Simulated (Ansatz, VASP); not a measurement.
# Cross-check of GaSb between VASP and Ansatz

One calculation is typed for both programs; each brings its own data sets. How far apart do they land? The cell is taken from a series of runs on this material, whose earlier steps may have relaxed, scaled, displaced or heated it; both programs get it as it stands.

Program: Ansatz 0.2.0. Level of theory: plane waves, with VASP 6.6.1 beside it; zone-centre phonons at LDA. Results are calculated unless marked as measured.

**1. The starting structure**

The structure is orthorhombic, space group Imm2 (No. 44). The conventional cell has a = 4.149 Å, b = 4.282 Å, c = 6.128 Å, α = 90.00°, β = 90.00°, γ = 90.00°. Nearest to Ga lie 4 Sb at 2.60 to 2.62 Å. Nearest to Sb lie 4 Ga at 2.60 to 2.62 Å. Farther neighbours are not listed.

**2. VASP: zone-centre phonons, LDA**

Second derivatives magnify differences that forces hide, and they need a tight electronic threshold.

Lines of VASP's logs that name or quote its potential files are left out, and so is its time.

Input file INCAR:

```
SYSTEM = GaSb
PREC = Accurate
ENCUT = 500
EDIFF = 1E-08
NELM = 120
ISMEAR = 0
SIGMA = 0.015
LREAL = .FALSE.
ALGO = Normal
GGA = CA
NBANDS = 15
LORBIT = 11
LWAVE = .FALSE.
LCHARG = .FALSE.
ISIF = 2
ISYM = 2
IBRION = 8
LASPH = .TRUE.
GGA_COMPAT = .FALSE.
EFERMI = MIDGAP
KPAR = 2
```

Input file POSCAR:

```
GaSb
1.0
   -0.0469562511      2.9807795078      3.0642414639
    2.9807795078     -0.0469562511      3.0642414639
    2.9338232567      2.9338232567      0.0000000000
Ga Sb
1 1
Direct
    0.0023533049      0.0023533049      0.9976695380
    0.7476466951      0.7476466951      0.7523304620
```

Input file KPOINTS:

```
Points of the shifted mesh
1728
Reciprocal
 0.0416666667  0.0416666667  0.0416666667 1
 0.0416666667  0.0416666667  0.1250000000 1
 0.0416666667  0.0416666667  0.2083333333 1
 0.0416666667  0.0416666667  0.2916666667 1
 0.0416666667  0.0416666667  0.3750000000 1
 0.0416666667  0.0416666667  0.4583333333 1
 0.0416666667  0.0416666667  0.5416666667 1
 0.0416666667  0.0416666667  0.6250000000 1
 0.0416666667  0.0416666667  0.7083333333 1
 0.0416666667  0.0416666667  0.7916666667 1
 0.0416666667  0.0416666667  0.8750000000 1
 0.0416666667  0.0416666667  0.9583333333 1
 0.0416666667  0.1250000000  0.0416666667 1
 0.0416666667  0.1250000000  0.1250000000 1
 0.0416666667  0.1250000000  0.2083333333 1
 0.0416666667  0.1250000000  0.2916666667 1
 0.0416666667  0.1250000000  0.3750000000 1
 0.0416666667  0.1250000000  0.4583333333 1
 0.0416666667  0.1250000000  0.5416666667 1
 0.0416666667  0.1250000000  0.6250000000 1
 0.0416666667  0.1250000000  0.7083333333 1
 0.0416666667  0.1250000000  0.7916666667 1
 0.0416666667  0.1250000000  0.8750000000 1
 0.0416666667  0.1250000000  0.9583333333 1
 0.0416666667  0.2083333333  0.0416666667 1
 0.0416666667  0.2083333333  0.1250000000 1
 0.0416666667  0.2083333333  0.2083333333 1
 0.0416666667  0.2083333333  0.2916666667 1
 0.0416666667  0.2083333333  0.3750000000 1
 0.0416666667  0.2083333333  0.4583333333 1
 0.0416666667  0.2083333333  0.5416666667 1
 0.0416666667  0.2083333333  0.6250000000 1
 0.0416666667  0.2083333333  0.7083333333 1
 0.0416666667  0.2083333333  0.7916666667 1
 0.0416666667  0.2083333333  0.8750000000 1
 0.0416666667  0.2083333333  0.9583333333 1
 0.0416666667  0.2916666667  0.0416666667 1
 0.0416666667  0.2916666667  0.1250000000 1
 0.0416666667  0.2916666667  0.2083333333 1
 0.0416666667  0.2916666667  0.2916666667 1
 0.0416666667  0.2916666667  0.3750000000 1
 0.0416666667  0.2916666667  0.4583333333 1
 0.0416666667  0.2916666667  0.5416666667 1
 0.0416666667  0.2916666667  0.6250000000 1
 0.0416666667  0.2916666667  0.7083333333 1
 0.0416666667  0.2916666667  0.7916666667 1
 0.0416666667  0.2916666667  0.8750000000 1
 0.0416666667  0.2916666667  0.9583333333 1
 0.0416666667  0.3750000000  0.0416666667 1
 0.0416666667  0.3750000000  0.1250000000 1
 0.0416666667  0.3750000000  0.2083333333 1
 0.0416666667  0.3750000000  0.2916666667 1
 0.0416666667  0.3750000000  0.3750000000 1
 0.0416666667  0.3750000000  0.4583333333 1
 0.0416666667  0.3750000000  0.5416666667 1
 0.0416666667  0.3750000000  0.6250000000 1
 0.0416666667  0.3750000000  0.7083333333 1
 0.0416666667  0.3750000000  0.7916666667 1
 0.0416666667  0.3750000000  0.8750000000 1
 0.0416666667  0.3750000000  0.9583333333 1
 0.0416666667  0.4583333333  0.0416666667 1
 0.0416666667  0.4583333333  0.1250000000 1
 0.0416666667  0.4583333333  0.2083333333 1
 0.0416666667  0.4583333333  0.2916666667 1
 0.0416666667  0.4583333333  0.3750000000 1
 0.0416666667  0.4583333333  0.4583333333 1
 0.0416666667  0.4583333333  0.5416666667 1
 0.0416666667  0.4583333333  0.6250000000 1
 0.0416666667  0.4583333333  0.7083333333 1
 0.0416666667  0.4583333333  0.7916666667 1
 0.0416666667  0.4583333333  0.8750000000 1
 0.0416666667  0.4583333333  0.9583333333 1
 0.0416666667  0.5416666667  0.0416666667 1
 0.0416666667  0.5416666667  0.1250000000 1
 0.0416666667  0.5416666667  0.2083333333 1
 0.0416666667  0.5416666667  0.2916666667 1
 0.0416666667  0.5416666667  0.3750000000 1
 0.0416666667  0.5416666667  0.4583333333 1
 0.0416666667  0.5416666667  0.5416666667 1
 0.0416666667  0.5416666667  0.6250000000 1
 0.0416666667  0.5416666667  0.7083333333 1
 0.0416666667  0.5416666667  0.7916666667 1
 0.0416666667  0.5416666667  0.8750000000 1
 0.0416666667  0.5416666667  0.9583333333 1
 0.0416666667  0.6250000000  0.0416666667 1
 0.0416666667  0.6250000000  0.1250000000 1
 0.0416666667  0.6250000000  0.2083333333 1
 0.0416666667  0.6250000000  0.2916666667 1
 0.0416666667  0.6250000000  0.3750000000 1
 0.0416666667  0.6250000000  0.4583333333 1
 0.0416666667  0.6250000000  0.5416666667 1
 0.0416666667  0.6250000000  0.6250000000 1
 0.0416666667  0.6250000000  0.7083333333 1
 0.0416666667  0.6250000000  0.7916666667 1
 0.0416666667  0.6250000000  0.8750000000 1
 0.0416666667  0.6250000000  0.9583333333 1
 0.0416666667  0.7083333333  0.0416666667 1
 0.0416666667  0.7083333333  0.1250000000 1
 0.0416666667  0.7083333333  0.2083333333 1
 0.0416666667  0.7083333333  0.2916666667 1
 0.0416666667  0.7083333333  0.3750000000 1
 0.0416666667  0.7083333333  0.4583333333 1
 0.0416666667  0.7083333333  0.5416666667 1
 0.0416666667  0.7083333333  0.6250000000 1
 0.0416666667  0.7083333333  0.7083333333 1
 0.0416666667  0.7083333333  0.7916666667 1
 0.0416666667  0.7083333333  0.8750000000 1
 0.0416666667  0.7083333333  0.9583333333 1
 0.0416666667  0.7916666667  0.0416666667 1
 0.0416666667  0.7916666667  0.1250000000 1
 0.0416666667  0.7916666667  0.2083333333 1
 0.0416666667  0.7916666667  0.2916666667 1
[... 1390 lines left out ...]
 0.8750000000  0.4583333333  0.1250000000 1
 0.8750000000  0.4583333333  0.2083333333 1
 0.8750000000  0.4583333333  0.2916666667 1
 0.8750000000  0.4583333333  0.3750000000 1
 0.8750000000  0.4583333333  0.4583333333 1
 0.8750000000  0.4583333333  0.5416666667 1
 0.8750000000  0.4583333333  0.6250000000 1
 0.8750000000  0.4583333333  0.7083333333 1
 0.8750000000  0.4583333333  0.7916666667 1
 0.8750000000  0.4583333333  0.8750000000 1
 0.8750000000  0.4583333333  0.9583333333 1
 0.8750000000  0.5416666667  0.0416666667 1
 0.8750000000  0.5416666667  0.1250000000 1
 0.8750000000  0.5416666667  0.2083333333 1
 0.8750000000  0.5416666667  0.2916666667 1
 0.8750000000  0.5416666667  0.3750000000 1
 0.8750000000  0.5416666667  0.4583333333 1
 0.8750000000  0.5416666667  0.5416666667 1
 0.8750000000  0.5416666667  0.6250000000 1
 0.8750000000  0.5416666667  0.7083333333 1
 0.8750000000  0.5416666667  0.7916666667 1
 0.8750000000  0.5416666667  0.8750000000 1
 0.8750000000  0.5416666667  0.9583333333 1
 0.8750000000  0.6250000000  0.0416666667 1
 0.8750000000  0.6250000000  0.1250000000 1
 0.8750000000  0.6250000000  0.2083333333 1
 0.8750000000  0.6250000000  0.2916666667 1
 0.8750000000  0.6250000000  0.3750000000 1
 0.8750000000  0.6250000000  0.4583333333 1
 0.8750000000  0.6250000000  0.5416666667 1
 0.8750000000  0.6250000000  0.6250000000 1
 0.8750000000  0.6250000000  0.7083333333 1
 0.8750000000  0.6250000000  0.7916666667 1
 0.8750000000  0.6250000000  0.8750000000 1
 0.8750000000  0.6250000000  0.9583333333 1
 0.8750000000  0.7083333333  0.0416666667 1
 0.8750000000  0.7083333333  0.1250000000 1
 0.8750000000  0.7083333333  0.2083333333 1
 0.8750000000  0.7083333333  0.2916666667 1
 0.8750000000  0.7083333333  0.3750000000 1
 0.8750000000  0.7083333333  0.4583333333 1
 0.8750000000  0.7083333333  0.5416666667 1
 0.8750000000  0.7083333333  0.6250000000 1
 0.8750000000  0.7083333333  0.7083333333 1
 0.8750000000  0.7083333333  0.7916666667 1
 0.8750000000  0.7083333333  0.8750000000 1
 0.8750000000  0.7083333333  0.9583333333 1
 0.8750000000  0.7916666667  0.0416666667 1
 0.8750000000  0.7916666667  0.1250000000 1
 0.8750000000  0.7916666667  0.2083333333 1
 0.8750000000  0.7916666667  0.2916666667 1
 0.8750000000  0.7916666667  0.3750000000 1
 0.8750000000  0.7916666667  0.4583333333 1
 0.8750000000  0.7916666667  0.5416666667 1
 0.8750000000  0.7916666667  0.6250000000 1
 0.8750000000  0.7916666667  0.7083333333 1
 0.8750000000  0.7916666667  0.7916666667 1
 0.8750000000  0.7916666667  0.8750000000 1
 0.8750000000  0.7916666667  0.9583333333 1
 0.8750000000  0.8750000000  0.0416666667 1
 0.8750000000  0.8750000000  0.1250000000 1
 0.8750000000  0.8750000000  0.2083333333 1
 0.8750000000  0.8750000000  0.2916666667 1
 0.8750000000  0.8750000000  0.3750000000 1
 0.8750000000  0.8750000000  0.4583333333 1
 0.8750000000  0.8750000000  0.5416666667 1
 0.8750000000  0.8750000000  0.6250000000 1
 0.8750000000  0.8750000000  0.7083333333 1
 0.8750000000  0.8750000000  0.7916666667 1
 0.8750000000  0.8750000000  0.8750000000 1
 0.8750000000  0.8750000000  0.9583333333 1
 0.8750000000  0.9583333333  0.0416666667 1
 0.8750000000  0.9583333333  0.1250000000 1
 0.8750000000  0.9583333333  0.2083333333 1
 0.8750000000  0.9583333333  0.2916666667 1
 0.8750000000  0.9583333333  0.3750000000 1
 0.8750000000  0.9583333333  0.4583333333 1
 0.8750000000  0.9583333333  0.5416666667 1
 0.8750000000  0.9583333333  0.6250000000 1
 0.8750000000  0.9583333333  0.7083333333 1
 0.8750000000  0.9583333333  0.7916666667 1
 0.8750000000  0.9583333333  0.8750000000 1
 0.8750000000  0.9583333333  0.9583333333 1
 0.9583333333  0.0416666667  0.0416666667 1
 0.9583333333  0.0416666667  0.1250000000 1
 0.9583333333  0.0416666667  0.2083333333 1
 0.9583333333  0.0416666667  0.2916666667 1
 0.9583333333  0.0416666667  0.3750000000 1
 0.9583333333  0.0416666667  0.4583333333 1
 0.9583333333  0.0416666667  0.5416666667 1
 0.9583333333  0.0416666667  0.6250000000 1
 0.9583333333  0.0416666667  0.7083333333 1
 0.9583333333  0.0416666667  0.7916666667 1
 0.9583333333  0.0416666667  0.8750000000 1
 0.9583333333  0.0416666667  0.9583333333 1
 0.9583333333  0.1250000000  0.0416666667 1
 0.9583333333  0.1250000000  0.1250000000 1
 0.9583333333  0.1250000000  0.2083333333 1
 0.9583333333  0.1250000000  0.2916666667 1
 0.9583333333  0.1250000000  0.3750000000 1
 0.9583333333  0.1250000000  0.4583333333 1
 0.9583333333  0.1250000000  0.5416666667 1
 0.9583333333  0.1250000000  0.6250000000 1
 0.9583333333  0.1250000000  0.7083333333 1
 0.9583333333  0.1250000000  0.7916666667 1
 0.9583333333  0.1250000000  0.8750000000 1
 0.9583333333  0.1250000000  0.9583333333 1
 0.9583333333  0.2083333333  0.0416666667 1
 0.9583333333  0.2083333333  0.1250000000 1
 0.9583333333  0.2083333333  0.2083333333 1
 0.9583333333  0.2083333333  0.2916666667 1
 0.9583333333  0.2083333333  0.3750000000 1
 0.9583333333  0.2083333333  0.4583333333 1
 0.9583333333  0.2083333333  0.5416666667 1
 0.9583333333  0.2083333333  0.6250000000 1
 0.9583333333  0.2083333333  0.7083333333 1
 0.9583333333  0.2083333333  0.7916666667 1
 0.9583333333  0.2083333333  0.8750000000 1
 0.9583333333  0.2083333333  0.9583333333 1
 0.9583333333  0.2916666667  0.0416666667 1
 0.9583333333  0.2916666667  0.1250000000 1
 0.9583333333  0.2916666667  0.2083333333 1
 0.9583333333  0.2916666667  0.2916666667 1
 0.9583333333  0.2916666667  0.3750000000 1
 0.9583333333  0.2916666667  0.4583333333 1
 0.9583333333  0.2916666667  0.5416666667 1
 0.9583333333  0.2916666667  0.6250000000 1
 0.9583333333  0.2916666667  0.7083333333 1
 0.9583333333  0.2916666667  0.7916666667 1
 0.9583333333  0.2916666667  0.8750000000 1
 0.9583333333  0.2916666667  0.9583333333 1
 0.9583333333  0.3750000000  0.0416666667 1
 0.9583333333  0.3750000000  0.1250000000 1
 0.9583333333  0.3750000000  0.2083333333 1
 0.9583333333  0.3750000000  0.2916666667 1
 0.9583333333  0.3750000000  0.3750000000 1
 0.9583333333  0.3750000000  0.4583333333 1
 0.9583333333  0.3750000000  0.5416666667 1
 0.9583333333  0.3750000000  0.6250000000 1
 0.9583333333  0.3750000000  0.7083333333 1
 0.9583333333  0.3750000000  0.7916666667 1
 0.9583333333  0.3750000000  0.8750000000 1
 0.9583333333  0.3750000000  0.9583333333 1
 0.9583333333  0.4583333333  0.0416666667 1
 0.9583333333  0.4583333333  0.1250000000 1
 0.9583333333  0.4583333333  0.2083333333 1
 0.9583333333  0.4583333333  0.2916666667 1
 0.9583333333  0.4583333333  0.3750000000 1
 0.9583333333  0.4583333333  0.4583333333 1
 0.9583333333  0.4583333333  0.5416666667 1
 0.9583333333  0.4583333333  0.6250000000 1
 0.9583333333  0.4583333333  0.7083333333 1
 0.9583333333  0.4583333333  0.7916666667 1
 0.9583333333  0.4583333333  0.8750000000 1
 0.9583333333  0.4583333333  0.9583333333 1
 0.9583333333  0.5416666667  0.0416666667 1
 0.9583333333  0.5416666667  0.1250000000 1
 0.9583333333  0.5416666667  0.2083333333 1
 0.9583333333  0.5416666667  0.2916666667 1
 0.9583333333  0.5416666667  0.3750000000 1
 0.9583333333  0.5416666667  0.4583333333 1
 0.9583333333  0.5416666667  0.5416666667 1
 0.9583333333  0.5416666667  0.6250000000 1
 0.9583333333  0.5416666667  0.7083333333 1
 0.9583333333  0.5416666667  0.7916666667 1
 0.9583333333  0.5416666667  0.8750000000 1
 0.9583333333  0.5416666667  0.9583333333 1
 0.9583333333  0.6250000000  0.0416666667 1
 0.9583333333  0.6250000000  0.1250000000 1
 0.9583333333  0.6250000000  0.2083333333 1
 0.9583333333  0.6250000000  0.2916666667 1
 0.9583333333  0.6250000000  0.3750000000 1
 0.9583333333  0.6250000000  0.4583333333 1
 0.9583333333  0.6250000000  0.5416666667 1
 0.9583333333  0.6250000000  0.6250000000 1
 0.9583333333  0.6250000000  0.7083333333 1
 0.9583333333  0.6250000000  0.7916666667 1
 0.9583333333  0.6250000000  0.8750000000 1
 0.9583333333  0.6250000000  0.9583333333 1
 0.9583333333  0.7083333333  0.0416666667 1
 0.9583333333  0.7083333333  0.1250000000 1
 0.9583333333  0.7083333333  0.2083333333 1
 0.9583333333  0.7083333333  0.2916666667 1
 0.9583333333  0.7083333333  0.3750000000 1
 0.9583333333  0.7083333333  0.4583333333 1
 0.9583333333  0.7083333333  0.5416666667 1
 0.9583333333  0.7083333333  0.6250000000 1
 0.9583333333  0.7083333333  0.7083333333 1
 0.9583333333  0.7083333333  0.7916666667 1
 0.9583333333  0.7083333333  0.8750000000 1
 0.9583333333  0.7083333333  0.9583333333 1
 0.9583333333  0.7916666667  0.0416666667 1
 0.9583333333  0.7916666667  0.1250000000 1
 0.9583333333  0.7916666667  0.2083333333 1
 0.9583333333  0.7916666667  0.2916666667 1
 0.9583333333  0.7916666667  0.3750000000 1
 0.9583333333  0.7916666667  0.4583333333 1
 0.9583333333  0.7916666667  0.5416666667 1
 0.9583333333  0.7916666667  0.6250000000 1
 0.9583333333  0.7916666667  0.7083333333 1
 0.9583333333  0.7916666667  0.7916666667 1
 0.9583333333  0.7916666667  0.8750000000 1
 0.9583333333  0.7916666667  0.9583333333 1
 0.9583333333  0.8750000000  0.0416666667 1
 0.9583333333  0.8750000000  0.1250000000 1
 0.9583333333  0.8750000000  0.2083333333 1
 0.9583333333  0.8750000000  0.2916666667 1
 0.9583333333  0.8750000000  0.3750000000 1
 0.9583333333  0.8750000000  0.4583333333 1
 0.9583333333  0.8750000000  0.5416666667 1
 0.9583333333  0.8750000000  0.6250000000 1
 0.9583333333  0.8750000000  0.7083333333 1
 0.9583333333  0.8750000000  0.7916666667 1
 0.9583333333  0.8750000000  0.8750000000 1
 0.9583333333  0.8750000000  0.9583333333 1
 0.9583333333  0.9583333333  0.0416666667 1
 0.9583333333  0.9583333333  0.1250000000 1
 0.9583333333  0.9583333333  0.2083333333 1
 0.9583333333  0.9583333333  0.2916666667 1
 0.9583333333  0.9583333333  0.3750000000 1
 0.9583333333  0.9583333333  0.4583333333 1
 0.9583333333  0.9583333333  0.5416666667 1
 0.9583333333  0.9583333333  0.6250000000 1
 0.9583333333  0.9583333333  0.7083333333 1
 0.9583333333  0.9583333333  0.7916666667 1
 0.9583333333  0.9583333333  0.8750000000 1
 0.9583333333  0.9583333333  0.9583333333 1
```

PAW data sets: Ga_d and Sb (LDA family, release 64).

Launch:

```
> mpirun -np 2 vasp_std
```

Numbers of over 12 decimals in the logs are rounded to 6 here.

The log of the run:

```text
[banner, memory and clock lines left out]
running    2 mpi-ranks, on    1 nodes
[...]
LDA part: xc-table for (Slater(with rela. corr.)+CA(PZ))
 , standard interpolation
 POSCAR, INCAR and KPOINTS ok, starting setup
[...]
entering main loop
       N       E                     dE             d eps       ncg     rms          rms(c)
DAV:   1     0.810341398046E+02    0.81034E+02   -0.85486E+03 52520   0.147E+03
DAV:   2    -0.246914411781E+01   -0.83503E+02   -0.80592E+02 60968   0.302E+02
DAV:   3    -0.867888243907E+01   -0.62097E+01   -0.61912E+01 62025   0.681E+01
DAV:   4    -0.878995982544E+01   -0.11108E+00   -0.11106E+00 64291   0.103E+01
[...]
DAV:  11    -0.865899879134E+01   -0.23212E-05   -0.43167E-06 60198   0.189E-02    0.520E-03
DAV:  12    -0.865899876547E+01    0.25876E-07   -0.21671E-07 65989   0.345E-03    0.141E-03
DAV:  13    -0.865899877254E+01   -0.70759E-08   -0.23401E-08 62900   0.145E-03
   1 F= -.86589988E+01 E0= -.86589988E+01  d E =-.105327E-45
 Linear response reoptimize wavefunctions to high precision
DAV:   1    -0.865899877253E+01    0.81855E-11   -0.10467E-09 53060   0.398E-04
DAV:   2    -0.865899877255E+01   -0.20918E-10   -0.16427E-10 36602   0.114E-04
 Linear response DOF=           4
 Linear response progress:
  Degree of freedom:   1/  4
       N       E                     dE             d eps       ncg     rms          rms(c)
RMM:   1    -0.168147658372E+00   -0.16815E+00    0.10812E-01 64522   0.863E+00
RMM:   2    -0.166657720596E+00    0.14899E-02   -0.28177E-02 97653   0.140E+00    0.412E-02
RMM:   3    -0.166814092303E+00   -0.15637E-03   -0.41860E-03101140   0.476E-01    0.268E-02
RMM:   4    -0.166800421205E+00    0.13671E-04   -0.21380E-03111588   0.231E-01    0.160E-02
[...]
RMM:  14    -0.166801833492E+00    0.19397E-07   -0.10638E-09107854   0.765E-05    0.382E-06
RMM:  15    -0.166801868455E+00   -0.34963E-07   -0.84109E-09106268   0.470E-05    0.506E-07
RMM:  16    -0.166801863773E+00    0.46824E-08   -0.77071E-09104686   0.309E-05    0.825E-07
 first order change of Fermi-energy  -0.15679E+01
 force on displaced ion       1 direction 1 :  -8.703  -0.196   0.004
 Linear response progress:
  Degree of freedom:   2/  4
       N       E                     dE             d eps       ncg     rms          rms(c)
RMM:   1    -0.168493908552E+00   -0.16849E+00    0.90270E-02 64545   0.850E+00
RMM:   2    -0.166774764567E+00    0.17191E-02   -0.27204E-02 97712   0.138E+00    0.410E-02
RMM:   3    -0.167000100734E+00   -0.22534E-03   -0.39247E-03101548   0.452E-01    0.272E-02
RMM:   4    -0.166963130236E+00    0.36970E-04   -0.19007E-03110787   0.216E-01    0.152E-02
[...]
RMM:  12    -0.166966327584E+00   -0.12904E-06   -0.67989E-09105925   0.252E-04    0.851E-06
RMM:  13    -0.166966385053E+00   -0.57469E-07   -0.16516E-09111244   0.131E-04    0.104E-06
RMM:  14    -0.166966376113E+00    0.89400E-08   -0.16739E-09102269   0.719E-05    0.233E-06
 first order change of Fermi-energy   0.16553E+00
 force on displaced ion       1 direction 3 :   0.004   0.004  -8.865
 Linear response progress:
  Degree of freedom:   3/  4
       N       E                     dE             d eps       ncg     rms          rms(c)
RMM:   1    -0.294077226022E-01   -0.29408E-01   -0.97063E-04104957   0.143E+00
RMM:   2    -0.265034751329E-01    0.29042E-02   -0.38833E-03 94802   0.414E-01    0.686E-02
RMM:   3    -0.264325161388E-01    0.70959E-04   -0.23698E-04105415   0.112E-01    0.364E-02
RMM:   4    -0.264504908347E-01   -0.17975E-04   -0.46560E-05105912   0.469E-02    0.473E-03
[...]
RMM:   8    -0.264475444702E-01    0.47985E-06   -0.18707E-08104609   0.559E-04    0.870E-05
RMM:   9    -0.264474852712E-01    0.59199E-07   -0.61909E-09108802   0.207E-04    0.185E-05
RMM:  10    -0.264474920967E-01   -0.68256E-08   -0.38856E-09102990   0.834E-05    0.633E-06
 first order change of Fermi-energy   0.15679E+01
 force on displaced ion       2 direction 1 :  -8.717  -0.194   0.000
 Linear response progress:
  Degree of freedom:   4/  4
       N       E                     dE             d eps       ncg     rms          rms(c)
RMM:   1    -0.296698618296E-01   -0.29670E-01   -0.18482E-03102855   0.145E+00
RMM:   2    -0.265235799579E-01    0.31463E-02   -0.39346E-03 95563   0.416E-01    0.703E-02
RMM:   3    -0.264676942272E-01    0.55886E-04   -0.23195E-04105061   0.110E-01    0.372E-02
RMM:   4    -0.264947867472E-01   -0.27093E-04   -0.45840E-05105802   0.469E-02    0.475E-03
[...]
RMM:   8    -0.264914304869E-01    0.21500E-06   -0.16141E-08107438   0.605E-04    0.124E-04
RMM:   9    -0.264913881938E-01    0.42293E-07   -0.23424E-09106705   0.233E-04    0.250E-05
RMM:  10    -0.264913925366E-01   -0.43428E-08   -0.43842E-10102113   0.908E-05    0.883E-06
 first order change of Fermi-energy  -0.16549E+00
 force on displaced ion       2 direction 3 :   0.000   0.000  -8.871
 Linear response finished
```

[end of part 1 of 2]

[Lines on the potential files, build, host, timing and source positions are cut from VASP's logs without a mark.]

[Logs are printed without paths, hosts, clocks, repeated set-up lines and the standing remarks that a program may print on its own settings, such as how far it seeks lower states.]

[Hosts, paths, dates, database ids (printed as entryN), source tags and the programs' standing remarks are cut or masked in the printed files.]
